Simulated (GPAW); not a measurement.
The system is Ir.

```
CELL_PARAMETERS angstrom
2.75138 0.00000 0.00000
-1.37569 2.38276 0.00000
0.00000 0.00000 4.46229
ATOMIC_POSITIONS crystal
Ir 0.33333 0.66667 0.25000
Ir 0.66667 0.33333 0.75000
```

This isn't the form of Ir at room conditions, which is fcc.

```yaml
Program: GPAW 26.7.0
Task: relaxation of cell and atoms
Functional: PBEsol
Dispersion: D4
Potentials_or_basis: PAW data sets generated in the run's folder for this functional
Cutoff: 600 eV
Basis: pw
k_mesh: 8 × 8 × 5
Occupations: fermi-dirac, width 0.05 eV
Spin: no spin polarisation
```

At the start: pressure -17.7 GPa; volume 14.63 Å³/atom.

Question: Where does the relaxation end?

Answer: Over 6 steps the energy falls by 41.8 meV/atom and the volume is 13.91 Å³/atom (-4.9 %); space group P6_3/mmc (No. 194, to 0.05 Å).

The path:
```
step  energy change (eV)  largest force (eV/Å)  pressure (GPa)  volume (Å³)
   1              0.0000                0.0000          -17.69        29.25
   2             -0.0748                0.0000           -6.11        28.26
   3             -0.0834                0.0000            0.54        27.77
   4             -0.0835                0.0000            0.01        27.81
   5             -0.0835                0.0000           -0.07        27.82
   6             -0.0836                0.0000           -0.06        27.81
```

Final structure:
```yaml
crystal:
  lattice:
    - [2.70901, 0.00000, 0.00000]
    - [-1.35450, 2.34607, 0.00000]
    - [0.00000, 0.00000, 4.37646]
  atoms:
    - { symbol: Ir, position: [0.33333, 0.66667, 0.25000] }
    - { symbol: Ir, position: [0.66667, 0.33333, 0.75000] }
```

Caveat: later steps reuse the first step's grids; pairwise dispersion overbinds metals, which lowers pressure and volume.
